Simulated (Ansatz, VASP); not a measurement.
## One calculation of C, two programs

```xyz
2
Lattice="0.0000 1.8452 1.7382 1.8452 0.0000 1.7382 1.8452 1.8452 0.0000" Properties=species:S:1:pos:R:3 pbc="T T T"
C     1.8452    1.8452    1.7382
C     2.7677    2.7677    2.6072
```

Alike in both runs: task single point; functional PBE; k mesh 12 × 12 × 12; occupations gaussian, width 0.02 eV; no spin polarisation.

|  | VASP | Ansatz |
| --- | --- | --- |
| version | VASP 6.6.1 | Ansatz 0.2.0 |
| potentials or method | VASP PAW PBE potentials, release 64 (C) | scalar-relativistic, plane waves, PAW |
| plane-wave cutoff (eV) | 520 | 420 |
| valence electrons in the cell | 8 | 8 |

|  | VASP | Ansatz | Ansatz less VASP |
| --- | --- | --- | --- |
| gap on the k mesh at the Fermi level (eV) | 2.63 | 2.63 | +0.003 |
| least direct gap on the mesh (eV) | 4.48 | 4.48 | +0.002 |
| pressure (GPa) | -14.9 | -15.4 | -0.50 |
| largest component of the traceless stress (GPa) | 33.18 | 33.20 | +0.021 |

A k mesh can miss the band edges.
